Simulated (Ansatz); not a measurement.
Ti:

```
Ti
1.0
     2.95000    0.00000    0.00000
    -1.47500    2.55477    0.00000
     0.00000    0.00000    4.68000
Ti
2
Direct
  0.66667 0.33333 0.75000
  0.33333 0.66667 0.25000
```

```yaml
Program: Ansatz 0.2.0
Task: single point
Functional: PBE
Potentials_or_basis: Ansatz PAW
Cutoff: "420 eV (not typed: the program's choice for these potentials)"
k_mesh: 10 × 10 × 6
Occupations: fermi-dirac, width 0.05 eV
Spin: no spin polarisation
```

On this cell: pressure -1.5 GPa; largest force under 0.003 eV/Å; band gap on the k mesh none (metal or under the smearing width).

The same run follows on a disturbed copy (atoms moved at random, drawn with an rms of 0.05 Å):

```
CELL_PARAMETERS angstrom
2.95000 0.00000 0.00000
-1.47500 2.55477 0.00000
0.00000 0.00000 4.68000
ATOMIC_POSITIONS crystal
Ti 0.68616 0.32688 0.74849
Ti 0.33797 0.67291 0.24873
```

**Question.** What changes?

**Answer.** The energy (extrapolated to zero smearing) moves by +2.0 meV/atom; pressure -1.5 GPa; largest force 0.107 eV/Å; band gap on the k mesh none (metal or under the smearing width).

Forces on the atoms (eV/Å):
```
Ti  -0.095  0.049  0.003
Ti   0.095 -0.049 -0.003
```

Stress tensor (GPa, compression positive):
```
-1.74  0.71  0.00
 0.71 -1.01  0.00
 0.00  0.00 -1.68
```
